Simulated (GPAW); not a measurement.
The system is SiC.

```xyz
8
Lattice="3.0757 0.0000 0.0000 -1.5378 2.6636 0.0000 0.0000 0.0000 10.0706" Properties=species:S:1:pos:R:3 pbc="T T T"
Si    0.0000    0.0000    1.8922
Si    0.0000    0.0000    6.9275
Si    0.0000    1.7758    4.4094
Si    1.5378    0.8879    9.4447
C     0.0000    0.0000    0.0046
C     0.0000    0.0000    5.0400
C     0.0000    1.7758    2.5157
C     1.5378    0.8879    7.5510
```

The cell is a database's computed one.

Base run:

* Program: GPAW 26.7.0
* Functional: BEEF-vdW
* Potentials or basis: GPAW PAW data sets (gpaw-data 1.2.1)
* Cutoff: 800 eV
* Basis: pw
* k mesh: 6 × 6 × 2
* Occupations: fermi-dirac, width 0.05 eV
* Spin: no spin polarisation

Its results: band gap on the k mesh 2.42 eV, indirect (least direct gap 3.54 eV); largest force 0.004 eV/Å.

Task: The run is repeated on the same cell with these changes: functional from BEEF-vdW to vdW-DF. What comes out?

Result: Band gap on the k mesh 2.49 eV, indirect (least direct gap 3.60 eV); largest force 0.015 eV/Å.

Caveats: the PAW data sets were made with another functional, which shifts forces and pressure a little.

Not every run made on this cell is shown here.
